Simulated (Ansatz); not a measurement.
Wanted: the native input for an Ansatz 0.2.0 run.

| Item | Value |
| --- | --- |
| Task | elastic constants |
| Functional | LDA |
| Potentials or basis | Ansatz PAW |
| Cutoff | 420 eV (not typed: the program's choice for these potentials) |
| k mesh | 7 × 7 × 3 |
| Occupations | fermi-dirac, width 0.05 eV |
| Spin | no spin polarisation |
| Atoms under strain | relaxed |

Mg:

```
CELL_PARAMETERS angstrom
3.17683 0.00000 0.00000
-1.58841 2.75121 0.00000
0.00000 0.00000 10.31886
ATOMIC_POSITIONS crystal
Mg 0.66667 0.33333 0.75000
Mg 0.00000 0.00000 0.50000
Mg 0.33333 0.66667 0.25000
Mg 0.00000 0.00000 0.00000
```

These files were run (other wordings do the same):

input.yaml

```yaml
crystal:
  lattice:
    - [3.1768261656, 0.0, 0.0]
    - [-1.5884130828, 2.7512121628, 0.0]
    - [0.0, 0.0, 10.31886201]
  atoms:
    - { symbol: Mg, position: [0.6666666667, 0.3333333333, 0.75] }
    - { symbol: Mg, position: [0.0, 0.0, 0.5] }
    - { symbol: Mg, position: [0.3333333333, 0.6666666667, 0.25] }
    - { symbol: Mg, position: [0.0, 0.0, 0.0] }
hamiltonian:
  xc: lda
  pseudopotentials: { kind: paw }
kpoints:
  mp_grid: { grid: [7, 7, 3] }
scf:
  occupations: { method: fermi_dirac, width: 0.05 }
output:
  forces: true
  stress: true
elastic:
  mode: relaxed_ion
  stencil: two_point
```

Potentials or basis: Ansatz PAW.

Command:

```sh
$ ansatz run input.yaml --threads 2 --pin off --max-ram 5632MiB --backend cpu --events-out ev --progress --plain --runs-dir out
```

Results of the run:

```yaml
Pressure: -1.4 GPa
Band_gap_on_the_k_mesh: none (metal or under the smearing width)
Voigt_bulk_modulus: 34 GPa
```

Caveat: elastic constants of metals need much finer meshes, so these are rough; the PAW data sets come from PBE, with cores solved anew for the run's functional, which leaves a small shift of forces and pressure.

Wall time 22 s on 2 threads of Intel(R) Xeon(R) Platinum 8259CL CPU @ 2.50GHz (Skylake/Cascade Lake), on a shared host, peak memory 0.43 GiB.
